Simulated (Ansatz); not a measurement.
H on a (111) slab of Ge (Fd-3m (No. 227)), 4 planes, outer planes Ge (top) and Ge (bottom), its top face bare, its bottom face closed with H, 1 a cell of 56.3 Å², relaxed (it stands last):

```
Ge H
1.0
     8.06015    0.00000    0.00000
    -4.03007    6.98029    0.00000
     0.00000    0.00000   23.64318
Ge H
16 5
Direct
  0.66667 0.33333 0.40308
  0.66667 0.83333 0.40308
  0.16667 0.33333 0.40308
  0.16667 0.83333 0.40308
  0.50000 0.50000 0.43787
  0.50000 0.00000 0.43787
  0.00000 0.50000 0.43787
  0.00000 0.00000 0.43787
  0.00000 0.50000 0.54046
  0.96944 0.98472 0.54293
  0.51528 0.53056 0.54293
  0.51528 0.98472 0.54293
  0.84081 0.65919 0.59369
  0.84081 0.18163 0.59369
  0.31837 0.65919 0.59369
  0.33333 0.16667 0.55267
  0.66033 0.33016 0.33718
  0.66667 0.83333 0.33709
  0.16984 0.33016 0.33718
  0.16984 0.83967 0.33718
  0.66667 0.83333 0.54146
```

Computed with Ansatz, DFT PBE+D3(BJ), scalar-relativistic, plane waves, PAW. Cutoff 420 eV; k points 3×3×1 on the computed 21-atom cell (Γ-centred); Gaussian smearing, width 0.10 eV; collinear spin. The cell repeats along c with a dipole correction in the vacuum.

It binds with 1.68 eV an atom against the clean slab and the free atom (no zero-point or thermal terms); its shortest contact is H–Ge 2.11 Å. Take first-order desorption with no barrier to adsorption, no reaction on the face and an assumed prefactor of 10^13 s⁻¹.

Problem. How long does an atom stay at 473 K?

Solution. τ = ν⁻¹·exp(E/k_BT) with k_BT = 0.0408 eV: E/k_BT = 41.2, so τ ≈ 8×10^4 s. It outlasts a purge of seconds.

Problem. Where does its peak lie in a desorption experiment heated at 1 K/s?

Solution. The peak obeys E/(k_B·T_p²) = (ν/β)·exp(−E/k_BT_p). Solving gives T_p ≈ 594 K (E/k_BT_p = 32.8). An error of 0.1 eV in E moves it by about 35 K, and larger molecules have larger prefactors, which lowers it.

Problem. Is this physisorption or chemisorption?

Solution. The tightest contact, H–Ge 2.11 Å, is 1.40 times the sum of covalent radii. That is longer than a single bond, but an atom with an unpaired electron can share it over such a distance, so this is a weak bond rather than plain physisorption, and semilocal functionals tend to overbind it. Leaving as a molecule, with a second adsorbate or an atom of the face, can cost less than leaving alone, which these figures don't count.